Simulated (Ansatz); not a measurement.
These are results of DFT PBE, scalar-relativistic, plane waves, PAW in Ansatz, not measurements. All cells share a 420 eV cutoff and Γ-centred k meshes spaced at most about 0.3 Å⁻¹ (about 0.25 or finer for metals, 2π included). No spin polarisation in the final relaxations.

Temperature and zero-point effects are left out. All come from trial cells, and lower structures may exist.

**Question.** Which of these relaxed structures of Sb is the lowest in energy?
A.

```cif
data_structure
_symmetry_space_group_name_H-M 'Pmma'
_symmetry_Int_Tables_number 51
_cell_length_a 12.8808
_cell_length_b 4.3784
_cell_length_c 4.5594
_cell_angle_alpha 90.000
_cell_angle_beta 90.000
_cell_angle_gamma 90.000
_cell_volume 257.14
loop_
_atom_site_label
_atom_site_type_symbol
_atom_site_symmetry_multiplicity
_atom_site_Wyckoff_symbol
_atom_site_fract_x
_atom_site_fract_y
_atom_site_fract_z
_atom_site_occupancy
Sb1 Sb 4 i 0.86383 0.00000 0.07403 1
Sb2 Sb 4 j 0.11185 0.50000 0.48949 1
```

B.

```cif
data_structure
_symmetry_space_group_name_H-M 'Pnma'
_symmetry_Int_Tables_number 62
_cell_length_a 12.7275
_cell_length_b 4.3533
_cell_length_c 4.5956
_cell_angle_alpha 90.000
_cell_angle_beta 90.000
_cell_angle_gamma 90.000
_cell_volume 254.63
loop_
_atom_site_label
_atom_site_type_symbol
_atom_site_symmetry_multiplicity
_atom_site_Wyckoff_symbol
_atom_site_fract_x
_atom_site_fract_y
_atom_site_fract_z
_atom_site_occupancy
Sb1 Sb 4 c 0.12800 0.25000 0.32274 1
Sb2 Sb 4 c 0.13862 0.75000 0.75332 1
```

**Answer.** A. It has space group Pmma (No. 51); the next, B, with space group Pnma (No. 62), lies 22 meV/atom higher. Counting all near atoms (those within 1.25 times the shortest such distance or 1.15 times the sum of covalent radii; a plus sign parts nearer from farther groups), the lowest and the next both have Sb 3+3.

These runs have no spin–orbit coupling, which can matter for Sb. Cells relaxed within their symmetry can be saddle points. The Pmma cell of Sb came from shaking the Pnma one. The part of the Crystallography Open Database at hand lists Sb in space groups No. 139, 166, 194, 221, 225 and others; no cell shown has one of them. Some structure types and database cells were kept out of the candidates from the start, so a known form may be missing.
